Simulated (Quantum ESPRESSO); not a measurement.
# MnS (F-43m) in Quantum ESPRESSO: settings compared

One crystal, MnS, is run at these levels: PBEsol, LDA; tasks: band structure, single point, equation of state.

Program: Quantum ESPRESSO 7.5. These are calculated values, not measurements. Logs are shortened: lines on timing, memory, paths and dates and some standing lists are left out, and cuts for length are marked.

## 1. The crystal as given

Symmetry: F-43m, No. 216, cubic system. The conventional cell has a = 4.947 Å, b = 4.947 Å, c = 4.947 Å, α = 90.00°, β = 90.00°, γ = 90.00°. Mn (site symmetry -43m) has 4 S at 2.14 Å as nearest neighbours. S (site symmetry -43m) has 4 Mn at 2.14 Å as nearest neighbours.

The cell is a database's computed one.

## 2. Band structure, PBEsol, collinear spin, ferromagnetic start

Contents of pw.in:

```
&CONTROL
  calculation = 'scf'
  prefix = 'pwscf'
  outdir = './tmp'
  pseudo_dir = './pseudo'
  tprnfor = .true.
  tstress = .true.
  disk_io = 'low'
/
&SYSTEM
  ibrav = 0
  nat = 2
  ntyp = 2
  ecutwfc = 45
  ecutrho = 360
  nbnd = 20
  occupations = 'smearing'
  smearing = 'fd'
  degauss = 0.00367493
  nspin = 2
  starting_magnetization(1) = 0.2667
  starting_magnetization(2) = 0
/
&ELECTRONS
  conv_thr = 4d-10
  electron_maxstep = 120
  mixing_beta = 0.3
/
ATOMIC_SPECIES
Mn    54.9380 mn_pbesol_v1.5.uspp.F.UPF
S     32.0600 s_pbesol_v1.4.uspp.F.UPF
CELL_PARAMETERS angstrom
   0.0000000000    2.4734634191    2.4734634191
   2.4734634191    0.0000000000    2.4734634191
   2.4734634191    2.4734634191    0.0000000000
ATOMIC_POSITIONS crystal
Mn     0.0000000000    0.0000000000    0.0000000000
S      0.7500000000    0.7500000000    0.7500000000
K_POINTS automatic
9 9 9 0 0 0
```

Contents of bands.in:

```
&CONTROL
  calculation = 'bands'
  prefix = 'pwscf'
  outdir = './tmp'
  pseudo_dir = './pseudo'
  disk_io = 'low'
  verbosity = 'high'
/
&SYSTEM
  ibrav = 0
  nat = 2
  ntyp = 2
  ecutwfc = 45
  ecutrho = 360
  nbnd = 20
  occupations = 'smearing'
  smearing = 'fd'
  degauss = 0.00367493
  nspin = 2
  starting_magnetization(1) = 0.2667
  starting_magnetization(2) = 0
/
&ELECTRONS
  conv_thr = 1d-08
  electron_maxstep = 120
  mixing_beta = 0.3
  diago_full_acc = .true.
  startingwfc = 'random'
/
ATOMIC_SPECIES
Mn    54.9380 mn_pbesol_v1.5.uspp.F.UPF
S     32.0600 s_pbesol_v1.4.uspp.F.UPF
CELL_PARAMETERS angstrom
   0.0000000000    2.4734634191    2.4734634191
   2.4734634191    0.0000000000    2.4734634191
   2.4734634191    2.4734634191    0.0000000000
ATOMIC_POSITIONS crystal
Mn     0.0000000000    0.0000000000    0.0000000000
S      0.7500000000    0.7500000000    0.7500000000
K_POINTS crystal
60
 0.0000000000  0.0000000000  0.0000000000 1
 0.0625000000  0.0000000000  0.0625000000 1
 0.1250000000  0.0000000000  0.1250000000 1
 0.1875000000  0.0000000000  0.1875000000 1
 0.2500000000  0.0000000000  0.2500000000 1
 0.3125000000  0.0000000000  0.3125000000 1
 0.3750000000  0.0000000000  0.3750000000 1
 0.4375000000  0.0000000000  0.4375000000 1
 0.5000000000  0.0000000000  0.5000000000 1
 0.5000000000  0.0625000000  0.5625000000 1
 0.5000000000  0.1250000000  0.6250000000 1
 0.5000000000  0.1875000000  0.6875000000 1
 0.5000000000  0.2500000000  0.7500000000 1
 0.4375000000  0.3125000000  0.7500000000 1
 0.3750000000  0.3750000000  0.7500000000 1
 0.3375000000  0.3375000000  0.6750000000 1
 0.3000000000  0.3000000000  0.6000000000 1
 0.2625000000  0.2625000000  0.5250000000 1
 0.2250000000  0.2250000000  0.4500000000 1
 0.1875000000  0.1875000000  0.3750000000 1
 0.1500000000  0.1500000000  0.3000000000 1
 0.1125000000  0.1125000000  0.2250000000 1
 0.0750000000  0.0750000000  0.1500000000 1
 0.0375000000  0.0375000000  0.0750000000 1
 0.0000000000  0.0000000000  0.0000000000 1
 0.0625000000  0.0625000000  0.0625000000 1
 0.1250000000  0.1250000000  0.1250000000 1
 0.1875000000  0.1875000000  0.1875000000 1
 0.2500000000  0.2500000000  0.2500000000 1
 0.3125000000  0.3125000000  0.3125000000 1
 0.3750000000  0.3750000000  0.3750000000 1
 0.4375000000  0.4375000000  0.4375000000 1
 0.5000000000  0.5000000000  0.5000000000 1
 0.5250000000  0.4500000000  0.5250000000 1
 0.5500000000  0.4000000000  0.5500000000 1
 0.5750000000  0.3500000000  0.5750000000 1
 0.6000000000  0.3000000000  0.6000000000 1
 0.6250000000  0.2500000000  0.6250000000 1
 0.5833333333  0.2500000000  0.6666666667 1
 0.5416666667  0.2500000000  0.7083333333 1
 0.5000000000  0.2500000000  0.7500000000 1
 0.5000000000  0.2857142857  0.7142857143 1
 0.5000000000  0.3214285714  0.6785714286 1
 0.5000000000  0.3571428571  0.6428571429 1
 0.5000000000  0.3928571429  0.6071428571 1
 0.5000000000  0.4285714286  0.5714285714 1
 0.5000000000  0.4642857143  0.5357142857 1
 0.5000000000  0.5000000000  0.5000000000 1
 0.4821428571  0.4821428571  0.5357142857 1
 0.4642857143  0.4642857143  0.5714285714 1
 0.4464285714  0.4464285714  0.6071428571 1
 0.4285714286  0.4285714286  0.6428571429 1
 0.4107142857  0.4107142857  0.6785714286 1
 0.3928571429  0.3928571429  0.7142857143 1
 0.3750000000  0.3750000000  0.7500000000 1
 0.6250000000  0.2500000000  0.6250000000 1
 0.5937500000  0.1875000000  0.5937500000 1
 0.5625000000  0.1250000000  0.5625000000 1
 0.5312500000  0.0625000000  0.5312500000 1
 0.5000000000  0.0000000000  0.5000000000 1
```

Potentials or basis: GBRV 1.5 PBEsol.

Started as:

```bash
$ OMP_NUM_THREADS=1 mpirun -n 2 pw.x -nk 2 -in pw.in > pw.out
$ OMP_NUM_THREADS=1 mpirun -n 2 pw.x -nk 2 -in bands.in > bands.out
```

pw.out:

```text
This program is part of the open-source Quantum ESPRESSO suite
     for quantum simulation of materials; please cite
[... 13 lines left out ...]
     --------------------
     sticks:   dense  smooth     PW     G-vecs:    dense   smooth      PW
     Sum        1069     547    163                23505     8363    1459

     Using Slab Decomposition

     bravais-lattice index     =            0
     lattice parameter (alat)  =       6.6103  a.u.
     unit-cell volume          =     204.2411 (a.u.)^3
     number of atoms/cell      =            2
     number of atomic types    =            2
     number of electrons       =        21.00
     number of Kohn-Sham states=           20
     kinetic-energy cutoff     =      45.0000  Ry
     charge density cutoff     =     360.0000  Ry
     scf convergence threshold =      4.0E-10
     mixing beta               =       0.3000
     number of iterations used =            8  plain     mixing
     Exchange-correlation= SLA  PW   PSX  PSC
                           (   1   4  10   8   0   0   0)

     celldm(1)=   6.610272  celldm(2)=   0.000000  celldm(3)=   0.000000
     celldm(4)=   0.000000  celldm(5)=   0.000000  celldm(6)=   0.000000

     crystal axes: (cart. coord. in units of alat)
               a(1) = (   0.000000   0.707107   0.707107 )
               a(2) = (   0.707107   0.000000   0.707107 )
               a(3) = (   0.707107   0.707107   0.000000 )

     reciprocal axes: (cart. coord. in units 2 pi/alat)
               b(1) = ( -0.707107  0.707107  0.707107 )
               b(2) = (  0.707107 -0.707107  0.707107 )
               b(3) = (  0.707107  0.707107 -0.707107 )

     PseudoPot. # 1 for Mn read from file:
     mn_pbesol_v1.5.uspp.F.UPF
     Pseudo is Ultrasoft + core correction, Zval = 15.0
     Generated by new atomic code, or converted to UPF format
     Using radial grid of  859 points,  6 beta functions with:
                l(1) =   0
                l(2) =   0
                l(3) =   1
                l(4) =   1
                l(5) =   2
                l(6) =   2
     Q(r) pseudized with  8 coefficients,  rinner =    0.950   0.950   0.950
                                                       0.950   0.950

     PseudoPot. # 2 for S  read from file:
     s_pbesol_v1.4.uspp.F.UPF
     Pseudo is Ultrasoft + core correction, Zval =  6.0
     Generated by new atomic code, or converted to UPF format
     Using radial grid of  907 points,  6 beta functions with:
                l(1) =   0
                l(2) =   0
                l(3) =   1
                l(4) =   1
                l(5) =   2
                l(6) =   2
     Q(r) pseudized with  8 coefficients,  rinner =    1.300   1.300   1.300
                                                       1.300   1.300

     atomic species   valence    mass     pseudopotential
     Mn               15.00    54.93800     Mn( 1.00)
     S                 6.00    32.06000     S ( 1.00)

     Starting magnetic structure
     atomic species   magnetization
     Mn              0.267
     S               0.000

     24 Sym. Ops. (no inversion) found

   Cartesian axes

     site n.     atom                  positions (alat units)
         1        Mn     tau(   1) = (   0.0000000   0.0000000   0.0000000  )
         2        S      tau(   2) = (   1.0606602   1.0606602   1.0606602  )

     number of k points=    35  Fermi-Dirac smearing, width (Ry)=  0.0037
                       cart. coord. in units 2pi/alat
        k(    1) = (   0.0000000   0.0000000   0.0000000), wk =   0.0013717
        k(    2) = (   0.0785674   0.0785674  -0.0785674), wk =   0.0109739
        k(    3) = (   0.1571348   0.1571348  -0.1571348), wk =   0.0109739
        k(    4) = (   0.2357023   0.2357023  -0.2357023), wk =   0.0109739
        k(    5) = (   0.3142697   0.3142697  -0.3142697), wk =   0.0109739
        k(    6) = (   0.1571348   0.0000000  -0.0000000), wk =   0.0082305
[... 27 lines left out ...]
        k(   34) = (  -0.0000000  -0.4714045   0.6285394), wk =   0.0329218
        k(   35) = (  -0.0785674  -0.3928371   0.7071068), wk =   0.0329218

     Dense  grid:    23505 G-vectors     FFT dimensions: (  40,  40,  40)

     Smooth grid:     8363 G-vectors     FFT dimensions: (  30,  30,  30)

     Check: negative core charge=   -0.000012
     Generating pointlists ...
     new r_m :   0.2526 (alat units)  1.6698 (a.u.) for type    1
     new r_m :   0.2526 (alat units)  1.6698 (a.u.) for type    2

     Initial potential from superposition of free atoms

     starting charge      20.4999, renormalised to      21.0000
     Starting wfcs are   17 randomized atomic wfcs +    3 random wfcs

     Self-consistent Calculation

     iteration #  1     ecut=    45.00 Ry     beta= 0.30
     Davidson diagonalization with overlap
     ethr =  1.00E-02,  avg # of iterations =  6.2

     total energy              =    -234.83101846 Ry
     estimated scf accuracy    <       1.03782937 Ry

     total magnetization       =     3.00 Bohr mag/cell
     absolute magnetization    =     3.02 Bohr mag/cell
[... 88 lines left out ...]
     total magnetization       =     1.73 Bohr mag/cell
     absolute magnetization    =     1.88 Bohr mag/cell

     iteration # 11     ecut=    45.00 Ry     beta= 0.30
     Davidson diagonalization with overlap
     ethr =  5.10E-06,  avg # of iterations =  1.4

     negative rho (up, down):  4.635E-04 0.000E+00

     total energy              =    -234.48205762 Ry
     estimated scf accuracy    <       0.00165372 Ry

     total magnetization       =     1.45 Bohr mag/cell
     absolute magnetization    =     1.59 Bohr mag/cell

     iteration # 12     ecut=    45.00 Ry     beta= 0.30
     Davidson diagonalization with overlap
     ethr =  5.10E-06,  avg # of iterations =  6.3
[... 284 lines left out ...]
     total magnetization       =     0.23 Bohr mag/cell
     absolute magnetization    =     0.25 Bohr mag/cell

     iteration # 41     ecut=    45.00 Ry     beta= 0.30
     Davidson diagonalization with overlap
     ethr =  4.65E-12,  avg # of iterations =  1.9

     Magnetic moment per site  (integrated on atomic sphere of radius R)
     atom   1 (R=0.253)  charge= 12.6394  magn=  0.2034
     atom   2 (R=0.253)  charge=  3.4398  magn= -0.0042

     End of self-consistent calculation

 ------ SPIN UP ------------

          k = 0.0000 0.0000 0.0000 (  1037 PWs)   bands (ev):

   -67.1732 -36.1096 -36.1096 -36.1096  -3.7261   6.8245   6.8245   6.8245
    10.6819  10.6819  15.2166  15.2166  15.2166  15.2196  19.3092  19.3092
    19.3092  24.7227  24.7227  27.0739

          k = 0.0786 0.0786-0.0786 (  1022 PWs)   bands (ev):

   -67.1730 -36.1126 -36.1100 -36.1100  -3.5965   6.5752   6.8685   6.8685
    10.6485  10.6485  14.3437  15.0409  15.0409  15.9439  19.2802  19.5766
    19.5766  24.1382  24.1382  26.3797
[... 169 lines left out ...]
          k =-0.0786-0.3928 0.5500 (  1048 PWs)   bands (ev):

   -67.1711 -36.1313 -36.1238 -36.1171  -2.1038   5.5966   6.2371   7.3358
     9.9959  10.6635  11.2963  12.2535  12.9551  18.1558  19.8804  21.2780
    22.1206  24.9882  26.1135  28.3258

          k = 0.0000-0.3143 0.4714 (  1042 PWs)   bands (ev):

   -67.1713 -36.1303 -36.1223 -36.1156  -2.2713   5.5614   6.3598   7.2907
    10.3150  10.5870  11.5030  12.2354  13.3957  18.5328  19.4410  20.4111
    22.2780  24.1329  26.1429  28.8360

          k =-0.0786-0.5500 0.7071 (  1045 PWs)   bands (ev):

   -67.1710 -36.1337 -36.1208 -36.1191  -2.0446   5.0680   7.0814   7.4198
     9.7535  10.8252  11.3585  11.9022  12.4825  17.4411  18.8296  22.5515
    23.7865  25.7690  27.1795  28.1917
[... 7 lines left out ...]
          k =-0.0786-0.3928 0.7071 (  1049 PWs)   bands (ev):

   -67.1710 -36.1308 -36.1244 -36.1190  -2.0220   5.6137   6.3013   7.3612
     9.7521  10.5349  11.3464  12.0101  12.8476  18.4932  20.1331  20.7557
    21.9727  26.1151  27.2435  28.6772

 ------ SPIN DOWN ----------

          k = 0.0000 0.0000 0.0000 (  1037 PWs)   bands (ev):

   -66.9329 -35.8752 -35.8752 -35.8752  -3.7171   6.8859   6.8859   6.8859
    10.9253  10.9253  15.2460  15.3191  15.3191  15.3191  19.3624  19.3624
    19.3624  24.7835  24.7835  27.0814

          k = 0.0786 0.0786-0.0786 (  1022 PWs)   bands (ev):

   -66.9327 -35.8783 -35.8757 -35.8757  -3.5877   6.6308   6.9295   6.9295
    10.8880  10.8880  14.4496  15.1493  15.1493  15.9762  19.3259  19.6278
    19.6278  24.1984  24.1984  26.4054
[... 169 lines left out ...]
          k =-0.0786-0.3928 0.5500 (  1048 PWs)   bands (ev):

   -66.9307 -35.8973 -35.8896 -35.8828  -2.0989   5.6294   6.2756   7.3806
    10.1280  10.8490  11.5047  12.4321  13.1371  18.2192  19.9280  21.3163
    22.1589  25.0357  26.1449  28.3530

          k = 0.0000-0.3143 0.4714 (  1042 PWs)   bands (ev):

   -66.9309 -35.8963 -35.8882 -35.8813  -2.2659   5.5940   6.4022   7.3419
    10.4750  10.7629  11.7132  12.3944  13.5668  18.5907  19.4844  20.4581
    22.3127  24.1829  26.1646  28.8805

          k =-0.0786-0.5500 0.7071 (  1045 PWs)   bands (ev):

   -66.9306 -35.8998 -35.8867 -35.8849  -2.0399   5.1088   7.1164   7.4507
     9.8705  11.0014  11.6057  12.0510  12.6691  17.5216  18.9088  22.5814
    23.8101  25.8003  27.2014  28.2272
[... 7 lines left out ...]
          k =-0.0786-0.3928 0.7071 (  1049 PWs)   bands (ev):

   -66.9306 -35.8969 -35.8902 -35.8847  -2.0174   5.6530   6.3371   7.3897
     9.8726  10.7067  11.5888  12.1745  13.0522  18.5516  20.1777  20.8097
    22.0085  26.1496  27.2779  28.7087

     the Fermi energy is    11.5528 ev

!    total energy              =    -235.14146050 Ry
     estimated scf accuracy    <          2.6E-10 Ry
     smearing contrib. (-TS)   =      -0.00149230 Ry
     internal energy E=F+TS    =    -235.13996821 Ry

     The total energy is F=E-TS. E is the sum of the following terms:
     one-electron contribution =    -131.59363516 Ry
     hartree contribution      =      74.66698391 Ry
     xc contribution           =     -34.76561147 Ry
     ewald contribution        =    -143.44770549 Ry

     total magnetization       =     0.23 Bohr mag/cell
     absolute magnetization    =     0.25 Bohr mag/cell

     convergence has been achieved in  41 iterations

     Forces acting on atoms (cartesian axes, Ry/au):

     atom    1 type  1   force =    -0.00000000   -0.00000000    0.00000000
     atom    2 type  2   force =     0.00000000    0.00000000   -0.00000000

     Total force =     0.000000     Total SCF correction =     0.000000

     Computing stress (Cartesian axis) and pressure

          total   stress  (Ry/bohr**3)                   (kbar)     P=      -31.74
  -0.00021574   0.00000000   0.00000000          -31.74        0.00        0.00
   0.00000000  -0.00021574   0.00000000            0.00      -31.74        0.00
   0.00000000   0.00000000  -0.00021574            0.00        0.00      -31.74

=------------------------------------------------------------------------------=
   JOB DONE.
=------------------------------------------------------------------------------=
```

Wall time 68 s (2 MPI ranks of Intel Xeon 6975P-C (Granite Rapids), shared host); peak memory 0.22 GiB.

What came out:

```yaml
Free_energy: -3199.2626 eV
Pressure: -3.2 GPa
Band_gap_on_the_k_mesh: none (metal or under the smearing width)
Net_moment: 0.23 μB per cell
Absolute_moment: 0.25 μB per cell
Site_moments: Mn +0.20; S -0.00 μB
Valence_electrons_inside_the_program's_atomic_spheres: Mn 12.64; S 3.44
```

Levels at the corners of the path, in eV from the Fermi level:
Spin up:
| point | band 9 | band 10 | band 11 | band 12 | band 13 | band 14 |
| --- | --- | --- | --- | --- | --- | --- |
| Γ | -0.87 | -0.87 | 3.66 | 3.66 | 3.66 | 3.67 |
| X | -1.82 | -0.28 | -0.21 | 0.17 | 0.17 | 5.44 |
| W | -1.90 | -1.04 | -0.21 | 0.41 | 1.26 | 7.01 |
| K | -1.79 | -0.66 | -0.41 | 0.69 | 0.98 | 5.95 |
| Γ | -0.87 | -0.87 | 3.66 | 3.66 | 3.66 | 3.67 |
| L | -0.61 | -0.61 | -0.41 | 1.88 | 1.88 | 5.37 |
| U | -1.79 | -0.66 | -0.41 | 0.69 | 0.98 | 5.95 |
| W | -1.90 | -1.04 | -0.21 | 0.41 | 1.26 | 7.01 |
| L | -0.61 | -0.61 | -0.41 | 1.88 | 1.88 | 5.37 |
| K | -1.79 | -0.66 | -0.41 | 0.69 | 0.98 | 5.95 |
| U | -1.79 | -0.66 | -0.41 | 0.69 | 0.98 | 5.95 |
| X | -1.82 | -0.28 | -0.21 | 0.17 | 0.17 | 5.44 |
Spin down:
| point | band 7 | band 8 | band 9 | band 10 | band 11 | band 12 | band 13 | band 14 |
| --- | --- | --- | --- | --- | --- | --- | --- | --- |
| Γ | -4.67 | -4.67 | -0.63 | -0.63 | 3.69 | 3.77 | 3.77 | 3.77 |
| X | -4.02 | -4.02 | -1.71 | -0.08 | 0.06 | 0.31 | 0.31 | 5.54 |
| W | -5.29 | -4.17 | -1.78 | -0.87 | 0.04 | 0.57 | 1.47 | 7.06 |
| K | -4.99 | -4.10 | -1.66 | -0.45 | -0.24 | 0.89 | 1.15 | 6.03 |
| Γ | -4.67 | -4.67 | -0.63 | -0.63 | 3.69 | 3.77 | 3.77 | 3.77 |
| L | -4.37 | -4.37 | -0.38 | -0.38 | -0.27 | 1.99 | 1.99 | 5.40 |
| U | -4.99 | -4.10 | -1.66 | -0.45 | -0.24 | 0.89 | 1.15 | 6.03 |
| W | -5.29 | -4.17 | -1.78 | -0.87 | 0.04 | 0.57 | 1.47 | 7.06 |
| L | -4.37 | -4.37 | -0.38 | -0.38 | -0.27 | 1.99 | 1.99 | 5.40 |
| K | -4.99 | -4.10 | -1.66 | -0.45 | -0.24 | 0.89 | 1.15 | 6.03 |
| U | -4.99 | -4.10 | -1.66 | -0.45 | -0.24 | 0.89 | 1.15 | 6.03 |
| X | -4.02 | -4.02 | -1.71 | -0.08 | 0.06 | 0.31 | 0.31 | 5.54 |

Caveat: the moment fell far below its start of 4 μB, so a state of higher moment may lie lower in energy; semilocal functionals often make such compounds metallic where correlation or magnetic order opens a gap, which also shifts bond lengths. With open d or f shells a metallic result of PBEsol can be an artefact of self-interaction; +U or a hybrid may open a gap.

## 3. Single point, LDA, collinear spin, ferromagnetic start, 14.22 Å³/atom

pw.in: that of step 2 with these lines changed.

```diff
@@ -5,5 +5,4 @@
   pseudo_dir = './pseudo'
-  tprnfor = .true.
   tstress = .true.
-  disk_io = 'low'
+  disk_io = 'nowf'
 /
@@ -29,8 +28,8 @@
 ATOMIC_SPECIES
-Mn    54.9380 mn_pbesol_v1.5.uspp.F.UPF
-S     32.0600 s_pbesol_v1.4.uspp.F.UPF
+Mn    54.9380 mn_lda_v1.5.uspp.F.UPF
+S     32.0600 s_lda_v1.4.uspp.F.UPF
 CELL_PARAMETERS angstrom
-   0.0000000000    2.4734634191    2.4734634191
-   2.4734634191    0.0000000000    2.4734634191
-   2.4734634191    2.4734634191    0.0000000000
+   0.0000000000    2.4229704058    2.4229704058
+   2.4229704058    0.0000000000    2.4229704058
+   2.4229704058    2.4229704058    0.0000000000
 ATOMIC_POSITIONS crystal
```

Potentials or basis: GBRV 1.5 LDA.

Started as:

```bash
$ OMP_NUM_THREADS=1 mpirun -n 2 pw.x -nk 2 -in pw.in > pw.out
```

Run time: 21 s. Hardware: 2 MPI ranks of Intel Xeon 6975P-C (Granite Rapids), shared host; peak memory 0.2 GiB.

The run converged. Its results:

```
Free energy                                           : -3202.0179 eV
Pressure                                              : 2.5 GPa
Band gap on the k mesh                                : none (metal or under the smearing width)
Net moment                                            : 0.00 μB per cell
Absolute moment                                       : 0.00 μB per cell
Valence electrons inside the program's atomic spheres : Mn 12.58; S 3.34
```

Caveat: the starting moments collapsed, and a magnetic state may lie lower; semilocal functionals often make such compounds metallic where correlation or magnetic order opens a gap, which also shifts bond lengths.

[end of part 1 of 2]
